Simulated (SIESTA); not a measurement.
HfO2:

```
Hf O
1.0
     5.21946    0.00000    0.00000
     0.00000    5.00476    0.00000
     0.00000    0.00000    5.03269
Hf O
4 8
Direct
  0.96699 0.73252 0.74144
  0.53301 0.73252 0.24144
  0.46699 0.26748 0.74144
  0.03301 0.26748 0.24144
  0.63213 0.92865 0.87927
  0.86787 0.92865 0.37927
  0.23395 0.53988 0.49229
  0.26605 0.53988 0.99229
  0.76605 0.46012 0.99229
  0.73395 0.46012 0.49229
  0.13213 0.07135 0.87927
  0.36787 0.07135 0.37927
```

Measurements of this composition are mostly on another form, of space group No. 14.

Base run:

```yaml
Program: SIESTA 5.4.2
Functional: RPBE
Potentials_or_basis: PseudoDojo 0.4 standard (PBE files)
Basis: DZP (energy shift 0.002 Ry)
Grid_cutoff: 800 Ry
Energy_shift: 0.002 Ry
k_mesh: 5 × 6 × 5
Occupations: fermi-dirac, width 0.05 eV
Spin: no spin polarisation
```

Its results: band gap on the k mesh 4.34 eV, indirect (least direct gap 4.53 eV); pressure 15.9 GPa; largest force 0.183 eV/Å.

**Question.** After a change of settings the same cell gave: band gap on the k mesh 4.20 eV, indirect (least direct gap 4.40 eV); pressure 7.1 GPa; largest force 0.150 eV/Å. Which change was it?
A. functional from RPBE to PBE; basis from DZP (energy shift 0.002 Ry) to SZ (energy shift 0.002 Ry)
B. functional from RPBE to PBEJsJrLO
C. functional from RPBE to PBE; basis from DZP (energy shift 0.002 Ry) to TZDP (energy shift 0.002 Ry)
D. functional from RPBE to APBE

**Answer.** B.

Caveats: semicore shells carry a single zeta, which can move pressures by several GPa and volumes by a few percent; the potentials were made for another functional, which shifts forces and pressure; spin-orbit coupling is left out, which moves the levels of the heavy elements; the basis of atomic orbitals isn't converged, which shifts pressures, moduli and gaps; so large a pressure means that the cell lies far from this level's equilibrium, or that cutoff or potentials fall short (some runs).

Not every run made on this cell is shown here.
